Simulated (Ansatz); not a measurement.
`C#Cc1ccccc1`: measurement beside calculation (Ansatz, PBE0-D4/def2-TZVP geometry).

```xyz
14

C     2.8026   -0.4673    1.7674
C     1.7953   -0.2995    1.1323
C     0.6036   -0.1007    0.3807
C    -0.5213   -0.8953    0.6157
C    -1.6782   -0.6988   -0.1173
C    -1.7300    0.2885   -1.0910
C    -0.6165    1.0816   -1.3298
C     0.5442    0.8916   -0.6011
H     3.6939   -0.6164    2.3291
H    -0.4746   -1.6643    1.3771
H    -2.5455   -1.3206    0.0725
H    -2.6377    0.4399   -1.6635
H    -0.6525    1.8540   -2.0893
H     1.4167    1.5072   -0.7828
```

Measured: 0.656 ± 0.005 D (permanent electric dipole moment, ground state, radiofrequency/microwave spectroscopy, earlier work). Source: On the relevance of polyynyl-substituted PAHs to astrophysics, 2012 (arxiv:1204.0887).

```csv
functional (def2-TZVPP),dipole (D),error (D)
PBE,0.71,0.06
r2SCAN,0.72,0.06
B3LYP,0.73,0.08
ωB97M-V,0.71,0.05
```

The measured dipole is a vibrational average; the computed one belongs to the fixed geometry.

Measured: 609.4 cm⁻¹ (nu21 fundamental, out-of-plane acetylene CH wag, IR-UV ion-dip spectroscopy); 753.1 cm⁻¹ (nu19 fundamental, out-of-plane aromatic CH wag, IR-UV ion-dip spectroscopy); 764.8 cm⁻¹ (nu12 fundamental, in-plane aromatic ring breathing, IR-UV ion-dip spectroscopy); 1021.8 cm⁻¹ (nu10 fundamental, IR-UV ion-dip spectroscopy); 1064.0 cm⁻¹ (nu32 fundamental, IR-UV ion-dip spectroscopy); 1481.9 cm⁻¹ (nu7 fundamental, aromatic CH in-plane bend, IR-UV ion-dip spectroscopy); 2119.0 cm⁻¹ (nu5 fundamental, acetylene C#C stretch, IR-UV ion-dip spectroscopy); 616 cm⁻¹ (acetylenic CH deformation fundamental (approximate position, common to ethynyl-terminated products), IR-UV ion dip spectroscopy). Source: The Infrared Absorption Spectrum of Phenylacetylene and its Deuterated Isotopologue in the Mid- to Far-IR, 2024 (arxiv:2401.13634); Polycyclic aromatic hydrocarbon growth in a benzene discharge explored by IR-UV action spectroscopy, 2022 (pmc:9215700).

Harmonic PBE0-D4 wavenumbers (cm⁻¹, unscaled): 141, 160, 370, 409, 473, 541, 557, 634, 652, 694, 707, 780, 782, 859, 940, 971, 986, 1022, 1060, 1108, 1181, 1200, 1238, 1333, 1365, 1484, 1532, 1638, 1669, 2228, 3190, 3199, 3210, 3217, 3221, 3483. Fundamentals include anharmonicity and usually lie a few per cent under these; harmonic values from spectra compare directly.

B3LYP here is the variant with VWN-RPA as its local correlation; programs differ in this.
